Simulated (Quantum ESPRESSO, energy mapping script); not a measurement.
# MnO2: J from the energies of magnetic orders, part 2 of 2

Wanted: the magnetic order of MnO2, its couplings and an estimate of its ordering temperature, by PBEsol+U (4 eV), QE, GBRV.

PBEsol with U = 4 eV on Mn d, ortho-atomic projectors; plane waves, U on orthogonalised atomic orbitals unless named otherwise, collinear spin, no spin–orbit coupling.

So far. Step 3 (Order 1: parallel, cell A of 12 atoms): The run ends ferromagnetic.

## (4) Compensated +−+− start in cell A (12 atoms)

Level of this step: PBEsol with U = 4 eV on Mn d, ortho-atomic projectors, GBRV potentials (Quantum ESPRESSO).

This order reverses 4 of the 6 neighbours at 2.85 Å and 1 of the 2 neighbours at 5.11 Å, counted for an average magnetic atom.

The input, pw.in:

```
&control
  calculation = 'scf'
  prefix = 'pw'
  outdir = './tmp/'
  pseudo_dir = './pseudo/'
  verbosity = 'low'
/
&system
  ibrav = 0
  nat = 12
  ntyp = 3
  ecutwfc = 45
  ecutrho = 360
  nbnd = 74
  occupations = 'smearing'
  smearing = 'fd'
  degauss = 0.00367493
  nspin = 2
  starting_magnetization(1) = 0.3000
  starting_magnetization(2) = -0.3000
/
&electrons
  conv_thr = 3.0e-08
  electron_maxstep = 120
  mixing_beta = 0.3
  mixing_mode = 'plain'
/
ATOMIC_SPECIES
  Mn1 54.9380 Mn.upf
  Mn2 54.9380 Mn.upf
  O 15.9990 O.upf
CELL_PARAMETERS angstrom
  -2.85495544 0.00000000 0.00000000
  -0.00000000 4.94492787 0.00000000
  1.42747772 -2.47246393 -10.22174273
ATOMIC_POSITIONS crystal
  Mn1 0.00000000 0.00000000 0.00000000
  Mn2 0.50000000 0.50000000 0.00000000
  Mn1 0.75000000 0.75000000 0.50000000
  Mn2 0.25000000 0.25000000 0.50000000
  O 0.54657177 0.87990511 0.09314355
  O 0.04657178 0.37990511 0.09314355
  O 0.70342823 0.03676156 0.40685645
  O 0.20342822 0.53676156 0.40685645
  O 0.45342822 0.12009489 0.90685645
  O 0.95342823 0.62009489 0.90685645
  O 0.29657177 0.96323844 0.59314355
  O 0.79657177 0.46323844 0.59314355
K_POINTS automatic
  8 4 8 0 0 0
HUBBARD {ortho-atomic}
U Mn1-3d 4
U Mn2-3d 4
```

Started as:

```sh
OMP_NUM_THREADS=1 mpirun -n 8 pw.x -nk 8 -in pw.in > pw.out
```

What it wrote:

```text
[banner, memory and clock lines left out]
Program PWSCF v.7.5 starts
[...]
unit-cell volume          =     973.8248 (a.u.)^3
     number of atoms/cell      =           12
[...]
number of electrons       =       108.00
     number of Kohn-Sham states=           74
     kinetic-energy cutoff     =      45.0000  Ry
     charge density cutoff     =     360.0000  Ry
     scf convergence threshold =      3.0E-08
[...]
Exchange-correlation= SLA  PW   PSX  PSC
[...]
Hubbard projectors: ortho-atomic
     Hubbard parameters of DFT+U (Dudarev formulation) in eV:
[...]
atomic species   magnetization
[...]
4 Sym. Ops. (no inversion) found ( 2 have fractional translation)
[...]
number of k points=    55  Fermi-Dirac smearing, width (Ry)=  0.0037
[...]
Number of occupied Hubbard levels =   20.0000
     Atomic wfc used for Hubbard projectors are orthogonalized
[...]
iteration #  1     ecut=    45.00 Ry     beta= 0.30
[...]
Number of occupied Hubbard levels =   15.9726
     total energy              =   -1099.69848338 Ry
     estimated scf accuracy    <       8.41936886 Ry
     total magnetization       =     0.00 Bohr mag/cell
     absolute magnetization    =    13.81 Bohr mag/cell
     iteration #  2     ecut=    45.00 Ry     beta= 0.30
[...]
total energy              =   -1101.26757918 Ry
     estimated scf accuracy    <       1.93270721 Ry
     total magnetization       =    -0.00 Bohr mag/cell
     absolute magnetization    =    14.40 Bohr mag/cell
     iteration #  3     ecut=    45.00 Ry     beta= 0.30
[...]
total energy              =   -1101.55219943 Ry
     estimated scf accuracy    <       0.27323213 Ry
     total magnetization       =     0.00 Bohr mag/cell
     absolute magnetization    =    14.11 Bohr mag/cell
[...]
total energy              =   -1101.66194505 Ry
[...]
iteration # 15     ecut=    45.00 Ry     beta= 0.30
[...]
total energy              =   -1101.66194519 Ry
     estimated scf accuracy    <       0.00000004 Ry
     total magnetization       =    -0.00 Bohr mag/cell
     absolute magnetization    =    13.80 Bohr mag/cell
     iteration # 16     ecut=    45.00 Ry     beta= 0.30
[...]
Magnetic moment per site  (integrated on atomic sphere of radius R)
     atom   1 (R=0.275)  charge= 11.7192  magn=  2.7162
     atom   2 (R=0.275)  charge= 11.7192  magn= -2.7162
     atom   3 (R=0.275)  charge= 11.7192  magn=  2.7161
[...]
atom  11 (R=0.275)  charge=  5.2415  magn= -0.0345
     atom  12 (R=0.275)  charge=  5.2415  magn=  0.0345
     End of self-consistent calculation
     =================== HUBBARD OCCUPATIONS ===================
     ------------------------ ATOM    1 ------------------------
     Tr[ns(  1)] (up, down, total) =   4.08639  0.96468  5.05106
     Atomic magnetic moment for atom   1 =   3.12171
     SPIN  1
     eigenvalues:
       0.539  0.564  0.992  0.996  0.996
     eigenvectors (columns):
      -0.000  0.005 -0.751 -0.660 -0.000
       0.755  0.000  0.000 -0.000  0.656
[...]
occupation matrix ns (before diag.):
[...]
SPIN  2
     eigenvalues:
[...]
eigenvectors (columns):
[...]
occupation matrix ns (before diag.):
[...]
------------------------ ATOM    2 ------------------------
     Tr[ns(  2)] (up, down, total) =   0.96468  4.08639  5.05106
     Atomic magnetic moment for atom   2 =  -3.12171
     SPIN  1
     eigenvalues:
[...]
eigenvectors (columns):
[...]
occupation matrix ns (before diag.):
[...]
------------------------ ATOM    3 ------------------------
     Tr[ns(  3)] (up, down, total) =   4.08639  0.96468  5.05106
     Atomic magnetic moment for atom   3 =   3.12171
[...]
------------------------ ATOM    4 ------------------------
     Tr[ns(  4)] (up, down, total) =   0.96468  4.08639  5.05106
     Atomic magnetic moment for atom   4 =  -3.12171
     SPIN  1
     eigenvalues:
[...]
eigenvectors (columns):
[...]
occupation matrix ns (before diag.):
[...]
SPIN  2
     eigenvalues:
[...]
eigenvectors (columns):
[...]
occupation matrix ns (before diag.):
[...]
0.003 -0.000 -0.212  0.814  0.000
      -0.000 -0.226 -0.000  0.000  0.799
     Number of occupied Hubbard levels =   20.2043
     Number of k-points >= 100: set verbosity='high' to print the bands.
     the Fermi energy is     6.4904 ev
!    total energy              =   -1101.66194528 Ry
     estimated scf accuracy    <          7.7E-09 Ry
     smearing contrib. (-TS)   =      -0.00000000 Ry
     internal energy E=F+TS    =   -1101.66194528 Ry
     The total energy is F=E-TS. E is the sum of the following terms:
     one-electron contribution =    -940.54568419 Ry
     hartree contribution      =     508.15377136 Ry
     xc contribution           =    -162.45088751 Ry
     ewald contribution        =    -507.54160486 Ry
     Hubbard energy            =       0.72245992 Ry
     total magnetization       =    -0.00 Bohr mag/cell
     absolute magnetization    =    13.80 Bohr mag/cell
     convergence has been achieved in  16 iterations
```

It took 3 min on 8 MPI ranks of Arm Neoverse V1, shared host; peak memory 2.3 GiB; 24 min of CPU time.

Spin moment in the sphere by atom:

```tsv
atom	spin moment in the sphere (μB)
Mn1	2.72
Mn2	-2.72
Mn3	2.72
Mn4	-2.72
O5	-0.03
O6	0.03
O7	0.03
O8	-0.03
O9	-0.03
O10	0.03
O11	-0.03
O12	0.03
```

The run ends antiferromagnetic, 63.99 meV a magnetic atom above the parallel order of its cell.

## (5) Parallel start in cell B (6 atoms)

The parallel order again, as the reference for this cell.

The input, pw.in:

```
&control
  calculation = 'scf'
  prefix = 'pw'
  outdir = './tmp/'
  pseudo_dir = './pseudo/'
  verbosity = 'low'
/
&system
  ibrav = 0
  nat = 6
  ntyp = 2
  ecutwfc = 45
  ecutrho = 360
  nbnd = 44
  occupations = 'smearing'
  smearing = 'fd'
  degauss = 0.00367493
  nspin = 2
  starting_magnetization(1) = 0.3000
/
&electrons
  conv_thr = 1.5e-08
  electron_maxstep = 120
  mixing_beta = 0.3
  mixing_mode = 'plain'
/
ATOMIC_SPECIES
  Mn 54.9380 Mn.upf
  O 15.9990 O.upf
CELL_PARAMETERS angstrom
  2.85495544 0.00000000 0.00000000
  -1.42747772 2.47246393 0.00000000
  0.00000000 0.00000000 10.22174273
ATOMIC_POSITIONS crystal
  Mn 0.00000000 0.00000000 0.00000000
  Mn 0.00000000 0.00000000 0.50000000
  O 0.33333333 0.66666667 0.90685645
  O 0.33333333 0.66666667 0.59314355
  O 0.66666667 0.33333333 0.09314355
  O 0.66666667 0.33333333 0.40685645
K_POINTS automatic
  8 8 2 0 0 0
HUBBARD {ortho-atomic}
U Mn-3d 4
```

What it wrote:

```text
[banner, memory and clock lines left out]
Program PWSCF v.7.5 starts
[...]
unit-cell volume          =     486.9124 (a.u.)^3
     number of atoms/cell      =            6
[...]
number of electrons       =        54.00
     number of Kohn-Sham states=           44
     kinetic-energy cutoff     =      45.0000  Ry
     charge density cutoff     =     360.0000  Ry
[...]
The total energy is F=E-TS. E is the sum of the following terms:
     one-electron contribution =    -470.30613263 Ry
     hartree contribution      =     254.13415875 Ry
     xc contribution           =     -81.25092949 Ry
     ewald contribution        =    -253.77080237 Ry
     Hubbard energy            =       0.35333992 Ry
     total magnetization       =     6.00 Bohr mag/cell
     absolute magnetization    =     7.08 Bohr mag/cell
     convergence has been achieved in  14 iterations
[key lines of the parts left out:]
!    total energy              =    -550.84036582 Ry
the Fermi energy is     6.5883 ev
```

It took 17 s on 8 MPI ranks; peak memory 0.99 GiB.

The run ends ferromagnetic. For each magnetic atom its energy differs from the parallel run of the first cell by 0.09 meV, an error that one common reference would have brought in.

## (6) Compensated +− start in cell B (6 atoms)

This order reverses 0 of the 6 neighbours at 2.85 Å and 2 of the 2 neighbours at 5.11 Å, counted for an average magnetic atom.

pw.in: that of step 5 with these lines changed.

```diff
@@ -10,6 +10,6 @@
   nat = 6
-  ntyp = 2
+  ntyp = 3
   ecutwfc = 45
   ecutrho = 360
-  nbnd = 44
+  nbnd = 39
   occupations = 'smearing'
@@ -19,2 +19,3 @@
   starting_magnetization(1) = 0.3000
+  starting_magnetization(2) = -0.3000
 /
@@ -27,3 +28,4 @@
 ATOMIC_SPECIES
-  Mn 54.9380 Mn.upf
+  Mn1 54.9380 Mn.upf
+  Mn2 54.9380 Mn.upf
   O 15.9990 O.upf
@@ -34,4 +36,4 @@
 ATOMIC_POSITIONS crystal
-  Mn 0.00000000 0.00000000 0.00000000
-  Mn 0.00000000 0.00000000 0.50000000
+  Mn1 0.00000000 0.00000000 0.00000000
+  Mn2 0.00000000 0.00000000 0.50000000
   O 0.33333333 0.66666667 0.90685645
@@ -43,2 +45,3 @@
 HUBBARD {ortho-atomic}
-U Mn-3d 4
+U Mn1-3d 4
+U Mn2-3d 4
```

What it wrote:

```text
[banner, memory and clock lines left out]
Program PWSCF v.7.5 starts
[...]
unit-cell volume          =     486.9124 (a.u.)^3
     number of atoms/cell      =            6
[...]
number of electrons       =        54.00
     number of Kohn-Sham states=           39
     kinetic-energy cutoff     =      45.0000  Ry
     charge density cutoff     =     360.0000  Ry
[...]
The total energy is F=E-TS. E is the sum of the following terms:
     one-electron contribution =    -470.30649465 Ry
     hartree contribution      =     254.13446808 Ry
     xc contribution           =     -81.25090363 Ry
     ewald contribution        =    -253.77080237 Ry
     Hubbard energy            =       0.35337538 Ry
     total magnetization       =    -0.00 Bohr mag/cell
     absolute magnetization    =     7.08 Bohr mag/cell
     convergence has been achieved in  15 iterations
[key lines of the parts left out:]
!    total energy              =    -550.84035721 Ry
the Fermi energy is     6.5679 ev
```

Elapsed: 18 s, on 8 MPI ranks; peak memory 1 GiB; 2.4 min of CPU time.

The run ends antiferromagnetic, 0.06 meV a magnetic atom above the parallel order of its cell.

## (7) Mapping onto a Heisenberg model

Each energy difference is a sum of couplings weighted by the pairs that the order reverses. A few near shells are fitted to the differences by least squares. Energies are those extrapolated to zero occupation width, not the free energies F.

Energies from the parallel order of the same cell:

```tsv
order	atoms	energy (meV a magnetic atom)	moments (μB)	moments kept as typed	opposed neighbours at 2.85, 5.11 Å
parallel in cell A	12	0.00	2.81	yes	0, 0
compensated +−+− in cell A	12	63.99	2.72	yes	4, 1
parallel in cell B	6	0.00	2.81	yes	0, 0
compensated +− in cell B	6	0.06	2.81	yes	0, 2
```

Fitted to E = −Σ J e·e over ordered pairs of unit vectors (J > 0 favours parallel moments):

```tsv
pair	distance (Å)	neighbours	J (meV)
Mn–Mn	2.85	6	8.00
Mn–Mn	5.11	2	0.0146
```

These orders cannot tell some unfitted shells from fitted ones: the value at 2.85 Å holds J(2.85) + J(4.94) and the value at 5.11 Å holds J(5.11) + 6 J(5.85) + 6 J(7.11); other unfitted shells add to the values wholly or in part. No temperature is drawn.

## (8) Summary of results

```json
{"lowest order tried": "parallel", "largest fitted value (a combination of shells), Mn–Mn at 2.85 Å": "8.00 meV"}
```

Of the orders tried, MnO2 prefers parallel moments under PBEsol+U (4 eV), QE, GBRV. The margin is only 0.06 meV a magnetic atom, within reach of the numerical errors of such runs. Orders that were not tried, spirals among them, may lie lower. The largest fitted value is 8.0 meV, at 2.85 Å. It is a combination of shells that these orders cannot split, so neither its size nor its sign can be laid on that pair alone. The orders also reverse pairs at 4.94 and 5.85 Å, which are not fitted, so the fitted values hold their part too. No fitted order reverses the pairs at 5.71 Å, so their coupling is unknown and is set to zero in the model. 2 energy differences fix 2 couplings with none to spare, so the fit tests nothing. In the fitted orders moments change by up to 3.2 % against the parallel run of the same cell, so their size stays put. With a near shell that the orders cannot separate, no temperature is given.

[Logs and program files are shortened in this print: banners, set-up blocks, solver, clock and traceback lines can be left out without a mark of their own.]

[Logs are printed without paths, hosts, clocks, repeated set-up lines and the standing remarks that a program may print on its own settings, such as how far it seeks lower states.]

[Hosts, paths, dates, database ids (printed as entryN), source tags and the programs' standing remarks are cut or masked in the printed files.]

[Where a cell is said to come from a database of computed structures, the database is the Materials Project.]
